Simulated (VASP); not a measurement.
A run of VASP 6.6.1:

POSCAR

```
Si
1.0
    0.0000000000      2.7218511865      2.7218511865
    2.7218511865      0.0000000000      2.7218511865
    2.7218511865      2.7218511865      0.0000000000
Si
2
Direct
    0.5000000000      0.5000000000      0.5000000000
    0.7500000000      0.7500000000      0.7500000000
```

The input INCAR.step1:

```
  PREC = Accurate
  ENCUT = 520
  EDIFF = 1E-5
  ISMEAR = -1
  SIGMA = 0.05
  LREAL = False
  LASPH = True
  NELM = 100
  ALGO = Normal
  ISIF = 2
  LWAVE = True
  LCHARG = False
  GGA = PE
```

Contents of INCAR.step2:

```
  PREC = Accurate
  ENCUT = 520
  EDIFF = 1E-6
  ISMEAR = -1
  SIGMA = 0.05
  LREAL = False
  LASPH = True
  NELM = 100
  ALGO = Normal
  ISIF = 2
  LWAVE = False
  LCHARG = False
  METAGGA = SCAN
  LHFCALC = True
  AEXX = 0.25
  LMIXTAU = True
  PRECFOCK = Fast
  ISTART = 1
```

KPOINTS

```
regular mesh
0
Gamma
  4 4 4
```

Contents of KPOINTS_OPT:

```
path GXWKGLUWLK,UX
8
line-mode
reciprocal
 0.0000000000  0.0000000000  0.0000000000  G
 0.5000000000  0.0000000000  0.5000000000  X

 0.5000000000  0.0000000000  0.5000000000  X
 0.5000000000  0.2500000000  0.7500000000  W

 0.5000000000  0.2500000000  0.7500000000  W
 0.3750000000  0.3750000000  0.7500000000  K

 0.3750000000  0.3750000000  0.7500000000  K
 0.0000000000  0.0000000000  0.0000000000  G

 0.0000000000  0.0000000000  0.0000000000  G
 0.5000000000  0.5000000000  0.5000000000  L

 0.5000000000  0.5000000000  0.5000000000  L
 0.6250000000  0.2500000000  0.6250000000  U

 0.6250000000  0.2500000000  0.6250000000  U
 0.5000000000  0.2500000000  0.7500000000  W

 0.5000000000  0.2500000000  0.7500000000  W
 0.5000000000  0.5000000000  0.5000000000  L

 0.5000000000  0.5000000000  0.5000000000  L
 0.3750000000  0.3750000000  0.7500000000  K

 0.6250000000  0.2500000000  0.6250000000  U
 0.5000000000  0.0000000000  0.5000000000  X
```

Potentials or basis: VASP PAW PBE potentials, release 64 (Si).

Launch:

```bash
$ cat potpaw_PBE.64/Si/POTCAR > POTCAR
$ cp INCAR.step1 INCAR
$ mpirun -np 1 vasp_std > vasp.out
$ cp INCAR.step2 INCAR
$ mpirun -np 1 vasp_std > vasp.out
```

Hardware: 1 thread of Intel(R) Xeon(R) 6975P-C (Granite Rapids), with other jobs on the host.

Q: Estimate the wall time of this run.

A: Run time: 84 s on 1 thread of Intel(R) Xeon(R) 6975P-C (Granite Rapids), on a shared host, peak memory 0.17 GiB. Counts: scf iterations 78, k points 8.
